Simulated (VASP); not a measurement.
# VASP 6.6.1 run: YN

INCAR

```
LWAVE = .FALSE.
IBRION = -1
METAGGA = R2SCAN
ISMEAR = 0
NBANDS = 15
ISPIN = 2
ENCUT = 520
SIGMA = 0.01
NSW = 0
EDIFF = 1E-7
LREAL = .FALSE.
LCHARG = .FALSE.
ISIF = 2
LASPH = .TRUE.
ALGO = Fast
MAGMOM = 0.5 -0.5
PREC = Accurate
NELM = 120
```

KPOINTS

```
KPOINTS created by Atomic Simulation Environment
0
Gamma
10 10 10
0 0 0
```

POSCAR

```
Y  N
 1.0000000000000000
     0.0000000000000000    2.4970091072999998    2.4970091072999998
     2.4970091072999998    0.0000000000000000    2.4970091072999998
     2.4970091072999998    2.4970091072999998    0.0000000000000000
 Y   N
   1   1
Cartesian
  0.0000000000000000  0.0000000000000000  0.0000000000000000
  2.4970091072999998  2.4970091072999998  2.4970091072999998
```

The recommended PBE PAW datasets give the neutral cell 16 valence electrons.

Command

```
mpirun -np 1 vasp_std
```

Task: How does this run end, and what does it give?

Result: It converged. Results: pressure -8.9 GPa; magnetic moment of the cell 0.00 μB.

OSZICAR

```
N       E                     dE             d eps       ncg     rms          rms(c)
DAV:   1     0.351107475797E+02    0.35111E+02   -0.85458E+03  2820   0.109E+03
DAV:   2    -0.382537051931E+02   -0.73364E+02   -0.66792E+02  3891   0.231E+02
DAV:   3    -0.413874272954E+02   -0.31337E+01   -0.31083E+01  3566   0.412E+01
DAV:   4    -0.414391813359E+02   -0.51754E-01   -0.51741E-01  3241   0.527E+00
DAV:   5    -0.414398493986E+02   -0.66806E-03   -0.66805E-03  3550   0.499E-01    0.285E+01
RMM:   6    -0.331503468313E+02    0.82895E+01   -0.49677E+00  3109   0.135E+01    0.254E+01
RMM:   7    -0.333590273710E+02   -0.20868E+00   -0.56979E-01  3546   0.627E+00    0.183E+01
RMM:   8    -0.333814828596E+02   -0.22455E-01   -0.16740E-01  3199   0.347E+00    0.525E+00
RMM:   9    -0.333906511213E+02   -0.91683E-02   -0.30362E-02  3655   0.140E+00    0.109E+00
RMM:  10    -0.333907297594E+02   -0.78638E-04   -0.10050E-02  3625   0.620E-01    0.950E-01
RMM:  11    -0.333908980227E+02   -0.16826E-03   -0.18019E-03  3526   0.295E-01    0.202E-01
RMM:  12    -0.333909608366E+02   -0.62814E-04   -0.46695E-04  3751   0.129E-01    0.883E-02
RMM:  13    -0.333909797860E+02   -0.18949E-04   -0.16334E-04  3764   0.715E-02    0.171E-01
RMM:  14    -0.333909770689E+02    0.27171E-05   -0.55641E-05  3395   0.645E-02    0.463E-02
RMM:  15    -0.333909791115E+02   -0.20427E-05   -0.10151E-05  3589   0.222E-02    0.623E-03
RMM:  16    -0.333909793871E+02   -0.27559E-06   -0.26402E-06  3583   0.894E-03    0.223E-03
RMM:  17    -0.333909794717E+02   -0.84638E-07   -0.73578E-07  3052   0.431E-03
   1 F= -.33390979E+02 E0= -.33390979E+02  d E =-.200484E-70  mag=     0.0000
```

For comparison, a separate r²SCAN run of the intended cell, on usual settings and not on those above, gives a gap of 0.69 eV on its mesh and a pressure of -8.9 GPa.
